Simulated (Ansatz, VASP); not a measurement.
## One calculation of GaN, two programs

```
Ga N
1.0
     0.00000    2.25350    2.25350
     2.25350    0.00000    2.25350
     2.25350    2.25350    0.00000
Ga N
1 1
Direct
  0.00000 0.00000 0.00000
  0.25000 0.25000 0.25000
```

Alike in both runs: task single point; functional PBEsol; k mesh 8 × 8 × 8; occupations fermi-dirac, width 0.05 eV; no spin polarisation.

|  | VASP | Ansatz |
| --- | --- | --- |
| version | VASP 6.6.1 | Ansatz 0.2.0 |
| potentials or method | VASP PAW PBE potentials, release 64 (Ga_d, N), cutoff 520 eV | all-electron PAW datasets made for the crystal |

VASP gave:

```
gap on the k mesh at the Fermi level (eV) : 1.68
least direct gap on the mesh (eV)         : 1.68
pressure (GPa)                            : -1.3
```

Task: Estimate Ansatz's values.

Result: gap on the k mesh at the Fermi level (eV): 1.68; least direct gap on the mesh (eV): 1.68; pressure (GPa): -1.1.

Ansatz ran all-electron here, so the differences hold the error of VASP's frozen core and of both bases.

Caveats: the PAW data sets were made with another functional, which shifts forces and pressure a little (VASP).
